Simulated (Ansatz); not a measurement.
Here is an Ansatz 0.2.0 calculation.

input.yaml

```yaml
crystal:
  lattice:
    - [0.0, 2.702, 2.702]
    - [2.702, 0.0, 2.702]
    - [2.702, 2.702, 0.0]
  atoms:
    - { symbol: Zn, position: [0.75, 0.75, 0.75] }
    - { symbol: S, position: [0.0, 0.0, 0.0] }
hamiltonian:
  xc: b3lyp
  pseudopotentials: { kind: paw }
kpoints:
  mp_grid: { grid: [5, 5, 5] }
  band_path:
    path:
      - [[0.0, 0.0, 0.0], [0.5, 0.0, 0.5], [0.5, 0.25, 0.75], [0.375, 0.375, 0.75], [0.0, 0.0, 0.0], [0.5, 0.5, 0.5], [0.625, 0.25, 0.625], [0.5, 0.25, 0.75], [0.5, 0.5, 0.5], [0.375, 0.375, 0.75]]
      - [[0.625, 0.25, 0.625], [0.5, 0.0, 0.5]]
    npoints: 4
scf:
  occupations: { method: fermi_dirac, width: 0.05 }
  n_extra_bands: 6
output:
  forces: true
  stress: true
  eigenvalues: true
  fatbands: false
  write_density: true
  write_potential: true
  elf: true
  volumetric_format: npy
```

Potentials or basis: Ansatz PAW.

Run with:

```console
$ ansatz run input.yaml --threads 2 --pin off --max-ram 5632MiB --backend cpu --events-out ev --progress --plain --runs-dir out
```

Question: What does it give for the band gap on the k mesh?

Answer: 3.62 eV, direct.

Question: Estimate the band gap along the path.

Answer: 3.62 eV, direct.

Levels at the corners of the path, in eV from the valence-band top:
```
point  band 6  band 7  band 8  band 9  band 10  band 11  band 12  band 13
    Γ   -7.31    0.00    0.00    0.00     3.62     8.05     8.05     8.05
    X   -7.04   -4.97   -2.31   -2.31     4.90     5.64    12.84    13.92
    W   -6.88   -4.82   -2.91   -2.81     7.28     7.77     9.59     9.89
    K   -6.93   -4.88   -3.28   -1.88     5.67     7.63    11.13    11.58
    Γ   -7.31    0.00    0.00    0.00     3.62     8.05     8.05     8.05
    L   -7.08   -5.54   -0.90   -0.90     4.86     8.58     8.58    10.66
    U   -6.93   -4.88   -3.28   -1.88     5.67     7.63    11.13    11.58
    W   -6.88   -4.82   -2.91   -2.81     7.28     7.77     9.59     9.89
    L   -7.08   -5.54   -0.90   -0.90     4.86     8.58     8.58    10.66
    K   -6.93   -4.88   -3.28   -1.88     5.67     7.63    11.13    11.58
    U   -6.93   -4.88   -3.28   -1.88     5.67     7.63    11.13    11.58
    X   -7.04   -4.97   -2.31   -2.31     4.90     5.64    12.84    13.92
```

**What was measured.**

“Electronic, vibrational, and thermodynamic properties of ZnS (zincblende and rocksalt structure)”, 2009, arxiv:0911.5022 quotes, for a bulk crystal of ZnS at 19 K: band gap 3.85 eV (direct).

Measured gap of ZnS: 3.85 eV (direct; 19 K; quoted in “Electronic, vibrational, and thermodynamic properties of ZnS (zincblende and rocksalt structure)”, 2009, arxiv:0911.5022). This calculation gives 3.62 eV (-0.23 eV). The value is that of B3LYP, without temperature or zero-point motion.
